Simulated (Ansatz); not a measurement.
ScAl3:

```
Sc Al
1.0
     4.08781    0.00000    0.00000
     0.00000    4.08781    0.00000
     0.00000    0.00000    4.08781
Sc Al
1 3
Cartesian
  0.0000 0.0000 0.0000
  2.0439 2.0439 0.0000
  0.0000 2.0439 2.0439
  2.0439 0.0000 2.0439
```

The cell is a database's computed one.

Base run:

* Program: Ansatz 0.2.0
* Functional: RPBE
* Potentials or basis: Ansatz PAW
* Cutoff: 420 eV
* Density cutoff: 1680 eV
* k mesh: 7 × 7 × 7
* Occupations: fermi-dirac, width 0.05 eV
* Spin: no spin polarisation

Its results: band gap on the k mesh none (metal or under the smearing width); pressure 3.2 GPa.

Question: The run is repeated on the same cell with these changes: functional from RPBE to r2SCAN; cutoff from 420 eV to 500 eV; density cutoff from 1680 eV to 2000 eV. What comes out?

Answer: Band gap on the k mesh none (metal or under the smearing width); pressure -0.2 GPa.

Caveats: the PAW data sets come from PBE, with cores solved anew for the run's functional, which leaves a small shift of forces and pressure; the potentials were made for another functional, which shifts forces and pressure (some runs).

Not every run made on this cell is shown here.
